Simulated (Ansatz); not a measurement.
Cell and atoms are relaxed with the symmetry kept. Start:

```
CELL_PARAMETERS angstrom
3.18000 0.00000 0.00000
-1.59000 2.75396 0.00000
0.00000 0.00000 5.16600
ATOMIC_POSITIONS crystal
Ga 0.33333 0.66667 0.00000
Ga 0.66667 0.33333 0.50000
N 0.33333 0.66667 0.37500
N 0.66667 0.33333 0.87500
```

Computed with Ansatz 0.2.0, DFT PBEsol, scalar-relativistic, plane waves, PAW.

Plane waves to 420 eV, a k mesh through Γ of 12×12×6 on the computed 4-atom cell and Gaussian smearing (0.02 eV); no spin polarisation.

Problem. What does it relax to?

Solution. The volume rises by 0.06 Å³/atom to 11.37 Å³/atom, and the energy falls by 0.6 meV/atom. Final structure:
```
CELL_PARAMETERS angstrom
3.18258 0.00000 0.00000
-1.59129 2.75619 0.00000
0.00000 0.00000 5.18543
ATOMIC_POSITIONS crystal
Ga 0.33333 0.66667 0.99919
Ga 0.66667 0.33333 0.49919
N 0.33333 0.66667 0.37581
N 0.66667 0.33333 0.87581
```